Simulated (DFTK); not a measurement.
# KTaO3 (Pm-3m) in DFTK: reference runs

Reference runs on KTaO3: the cell as given and a disturbed copy.

All numbers are computed with DFTK 0.8.2; they aren't measurements. Logs are shortened: lines on timing, memory, paths and dates and some standing lists are left out, and cuts for length are marked.

**1. The structure**

Symmetry: Pm-3m, No. 221, cubic system. The conventional cell has a = 3.988 Å, b = 3.988 Å, c = 3.988 Å, α = 90.00°, β = 90.00°, γ = 90.00°. Ta (site symmetry m-3m) has 6 O at 1.99 Å as nearest neighbours. K (site symmetry m-3m) is surrounded by 12 O at 2.82 Å. O (site symmetry 4/mmm) is surrounded by 2 Ta at 1.99 Å.

**2. Single point, PBEsol (atoms moved at random, drawn with an rms of 0.05 Å)**

run.jl

```julia
using DFTK
using PseudoPotentialData
using Unitful, UnitfulAtomic
using LinearAlgebra, Printf
include("save.jl")
disable_threading()

# lattice vectors are the columns
lattice = austrip(1u"Å") * [        3.9883            0.0            0.0;
                      0.0         3.9883            0.0;
                      0.0            0.0         3.9883]
symbols   = [:Ta, :K, :O, :O, :O]
positions = [[-0.008794, 0.006374, -0.013173],
             [0.508673, 0.497775, 0.522552],
             [-0.003495, 0.001027, 0.489911],
             [0.000473, 0.504243, 0.001769],
             [0.495408, 0.00732, -0.004128]]
pseudopotentials = PseudoFamily("dojo.nc.sr.pbesol.v0_4_1.standard.upf")
elements = Dict(s => ElementPsp(s, pseudopotentials) for s in unique(symbols))
atoms    = [elements[s] for s in symbols]

build_model(lattice, positions; symmetries=true) =
    model_DFT(lattice, atoms, positions;
              functionals=PBEsol(),
              temperature=austrip(0.05u"eV"),
              smearing=Smearing.FermiDirac(),
              symmetries)
Ecut  = 42.0  # hartree
kgrid = [7, 7, 7]
tol   = 1e-6
to_GPa = ustrip(uconvert(u"GPa", 1u"hartree/bohr^3"))

model = build_model(lattice, positions)
basis = PlaneWaveBasis(model; Ecut, kgrid)
display(basis)
scfres = self_consistent_field(basis;
                               tol,
                               nbandsalg=AdaptiveBands(model; n_bands_converge=25))
display(scfres.energies)
@printf "Fermi level: %.6f eV\n" ustrip(auconvert(u"eV", something(scfres.εF, NaN)))
forces = compute_forces_cart(scfres)
println("Forces (eV/Å)")
for (s, f) in zip(symbols, forces)
    @printf "%-3s %12.6f %12.6f %12.6f\n" s ustrip.(auconvert.(u"eV/Å", f))...
end
stress = compute_stresses_cart(scfres)
println("Stress (GPa)")
display(round.(stress * to_GPa; digits=4))
println("Levels at the first k-point (eV): ", round.(ustrip.(auconvert.(u"eV", scfres.eigenvalues[1][1:scfres.n_bands_converge])); digits=4))
save_scf!(scfres; forces, stress)
```

Potentials or basis: dojo.nc.sr.pbesol.v0_4_1.standard.upf (PBEsol).

On the command line:

```
$ julia --threads=1 run.jl  # save.jl only writes the numbers to a file and isn't shown; printed stress counts tension as positive; times include loading and compiling
```

The log of the run:

```text
PlaneWaveBasis discretization:

    Ecut                 : 42.0 Ha
    fft_size             : (45, 45, 45), 91125 total points
    kgrid                : MonkhorstPack([7, 7, 7])
    num.   red. kpoints  : 343
    num. irred. kpoints  : 343

    Discretized Model(gga_x_pbe_sol+gga_c_pbe_sol, 3D):
        lattice (in Bohr)    : [7.53679   , 0         , 0         ]
                               [0         , 7.53679   , 0         ]
                               [0         , 0         , 7.53679   ]
        unit cell volume     : 428.11 Bohr³

        atoms                : KO₃Ta
        pseudopot. family    : PseudoFamily("dojo.nc.sr.pbesol.v0_4_1.standard.upf")

        num. electrons       : 40
        spin polarization    : none
        temperature          : 0.0018375 Ha
        smearing             : DFTK.Smearing.FermiDirac()

        terms                : Kinetic()
                               AtomicLocal()
                               AtomicNonlocal()
                               Ewald(nothing)
                               PspCorrection()
                               Hartree()
                               Xc(gga_x_pbe_sol, gga_c_pbe_sol)
                               Entropy()
n     Energy            log10(ΔE)   log10(Δρ)   Diag   Δtime
---   ---------------   ---------   ---------   ----   ------
  1   -144.4076609508                   -0.30    6.0     121s
  2   -144.5014793194       -1.03       -0.36    5.0    97.2s
  3   -144.7527783525       -0.60       -0.73    5.0     102s
  4   -144.7894187419       -1.44       -1.15    3.9    80.8s
  5   -144.7931440140       -2.43       -1.68    2.0    64.9s
  6   -144.7934238465       -3.55       -2.48    1.0    51.0s
  7   -144.7934317148       -5.10       -2.53    4.9    90.9s
  8   -144.7934413992       -5.01       -3.29    1.1    50.6s
  9   -144.7934419843       -6.23       -3.89    4.6    84.7s
 10   -144.7934419986       -7.85       -4.02    4.1    75.7s
 11   -144.7934420082       -8.01       -4.60    1.5    53.3s
 12   -144.7934420090       -9.10       -4.90    4.5    79.9s
 13   -144.7934420093       -9.67       -5.67    2.6    70.1s
 14   -144.7934420093      -11.04       -6.40    5.6    88.8s
Energy breakdown (in Ha):
    Kinetic             60.4409903
    AtomicLocal         -102.1171911
    AtomicNonlocal      1.0472449
    Ewald               -103.6203865
    PspCorrection       4.5520680
    Hartree             28.3591440
    Xc                  -33.4553117
    Entropy             -0.0000000

    total               -144.793442009273
Fermi level: 6.577001 eV
Forces (eV/Å)
Ta      0.145057    -0.072094     0.307180
K      -0.233629     0.122900    -0.496320
O      -0.013068     0.041215     0.471573
O      -0.075405    -0.027775    -0.190663
O       0.176654    -0.064276    -0.091734
Stress (GPa)
3×3 StaticArraysCore.SMatrix{3, 3, Float64, 9} with indices SOneTo(3)×SOneTo(3):
  1.4229  0.0566  -0.2269
  0.0566  1.5196   0.1842
 -0.2269  0.1842   1.6129
Levels at the first k-point (eV): [-61.9554, -28.4678, -28.4662, -28.4654, -21.5664, -11.8758, -11.1609, -11.1521, -5.1994, -5.1957, -5.1827, 3.0847, 3.0919, 3.0948, 4.4456, 4.4504, 4.4644, 4.859, 4.8779, 4.8879, 7.6815, 7.7116, 7.7383, 12.0076, 12.333]
```

It took 33 min on 1 thread of Intel Xeon 6975P-C (Granite Rapids), shared host; peak memory 14 GiB.

What came out:

```yaml
Free_energy: -3940.0303 eV
Pressure: -1.5 GPa
Largest_force: 0.562 eV/Å
Band_gap_on_the_k_mesh: 2.21 eV, indirect (least direct gap 2.79 eV)
```

Forces in eV/Å, atoms in the order of the input:
```
Ta   0.145 -0.072  0.307
K   -0.234  0.123 -0.496
O   -0.013  0.041  0.472
O   -0.075 -0.028 -0.191
O    0.177 -0.064 -0.092
```

Caveat: spin-orbit coupling is left out, which moves the levels of the heavy elements; an odd mesh through Γ misses points on the zone boundary, where band edges often lie.

**3. Single point, PBEsol**

run.jl, as its differences from that of step 2:

```diff
@@ -12,7 +12,7 @@
 symbols   = [:Ta, :K, :O, :O, :O]
-positions = [[-0.008794, 0.006374, -0.013173],
-             [0.508673, 0.497775, 0.522552],
-             [-0.003495, 0.001027, 0.489911],
-             [0.000473, 0.504243, 0.001769],
-             [0.495408, 0.00732, -0.004128]]
+positions = [[0.0, 0.0, 0.0],
+             [0.5, 0.5, 0.5],
+             [0.0, 0.0, 0.5],
+             [0.0, 0.5, 0.0],
+             [0.5, 0.0, 0.0]]
 pseudopotentials = PseudoFamily("dojo.nc.sr.pbesol.v0_4_1.standard.upf")
```

Potentials or basis: dojo.nc.sr.pbesol.v0_4_1.standard.upf (PBEsol).

On the command line:

```
$ julia --threads=1 run.jl  # save.jl only writes the numbers to a file and isn't shown; printed stress counts tension as positive; times include loading and compiling
```

The log of the run:

```text
PlaneWaveBasis discretization:

    Ecut                 : 42.0 Ha
    fft_size             : (45, 45, 45), 91125 total points
    kgrid                : MonkhorstPack([7, 7, 7])
    num.   red. kpoints  : 343
    num. irred. kpoints  : 20

    Discretized Model(gga_x_pbe_sol+gga_c_pbe_sol, 3D):
        lattice (in Bohr)    : [7.53679   , 0         , 0         ]
                               [0         , 7.53679   , 0         ]
                               [0         , 0         , 7.53679   ]
        unit cell volume     : 428.11 Bohr³

        atoms                : KO₃Ta
        pseudopot. family    : PseudoFamily("dojo.nc.sr.pbesol.v0_4_1.standard.upf")

        num. electrons       : 40
        spin polarization    : none
        temperature          : 0.0018375 Ha
        smearing             : DFTK.Smearing.FermiDirac()

        terms                : Kinetic()
                               AtomicLocal()
                               AtomicNonlocal()
                               Ewald(nothing)
                               PspCorrection()
                               Hartree()
                               Xc(gga_x_pbe_sol, gga_c_pbe_sol)
                               Entropy()
n     Energy            log10(ΔE)   log10(Δρ)   Diag   Δtime
---   ---------------   ---------   ---------   ----   ------
  1   -144.4106479601                   -0.30    6.0    7.60s
  2   -144.4961029930       -1.07       -0.36    4.5    5.11s
  3   -144.7558441065       -0.59       -0.74    4.7    5.15s
  4   -144.7913591103       -1.45       -1.16    3.4    4.81s
  5   -144.7948466082       -2.46       -1.63    2.0    3.53s
  6   -144.7952703700       -3.37       -2.60    1.2    2.96s
  7   -144.7952815166       -4.95       -2.79    5.2    4.59s
  8   -144.7952844851       -5.53       -3.45    1.6    3.55s
  9   -144.7952847165       -6.64       -3.98    4.0    4.19s
 10   -144.7952847296       -7.88       -4.53    3.4    3.71s
 11   -144.7952847309       -8.87       -4.82    4.0    4.25s
 12   -144.7952847312       -9.61       -5.95    2.5    3.35s
 13   -144.7952847312      -11.01       -5.98    6.5    6.29s
 14   -144.7952847312      -12.05       -6.49    1.0    2.92s
Energy breakdown (in Ha):
    Kinetic             60.4366040
    AtomicLocal         -101.9951267
    AtomicNonlocal      1.0460948
    Ewald               -103.6822364
    PspCorrection       4.5520680
    Hartree             28.3014278
    Xc                  -33.4541161
    Entropy             -0.0000000

    total               -144.795284731172
Fermi level: 6.576873 eV
Forces (eV/Å)
Ta      0.000000     0.000000     0.000000
K       0.000000     0.000000    -0.000000
O       0.000000     0.000000     0.000000
O       0.000000     0.000000     0.000000
O      -0.000000     0.000000     0.000000
Stress (GPa)
3×3 StaticArraysCore.SMatrix{3, 3, Float64, 9} with indices SOneTo(3)×SOneTo(3):
 1.6957  0.0     0.0
 0.0     1.6957  0.0
 0.0     0.0     1.6957
Levels at the first k-point (eV): [-61.9534, -28.4637, -28.4637, -28.4637, -21.5622, -11.8739, -11.1564, -11.1564, -5.1884, -5.1884, -5.1884, 3.1004, 3.1004, 3.1004, 4.4664, 4.4664, 4.4664, 4.8944, 4.8944, 4.8944, 7.68, 7.68, 7.68, 12.0139, 12.3302]
```

Wall time 2 min (1 thread of AMD EPYC 9R45 (Zen 5), shared host); peak memory 2.1 GiB.

Results:

| Property | Result |
| --- | --- |
| Free energy | -3940.0804 eV |
| Pressure | -1.7 GPa |
| Band gap on the k mesh | 2.21 eV, indirect (least direct gap 2.79 eV) |

Levels at points of the mesh, in eV from the valence-band top:
```
           k point  band 18  band 19  band 20  band 21  band 22  band 23
(0.00, 0.00, 0.00)    -0.58    -0.58    -0.58     2.21     2.21     2.21
```

Caveat: spin-orbit coupling is left out, which moves the levels of the heavy elements; an odd mesh through Γ misses points on the zone boundary, where band edges often lie.
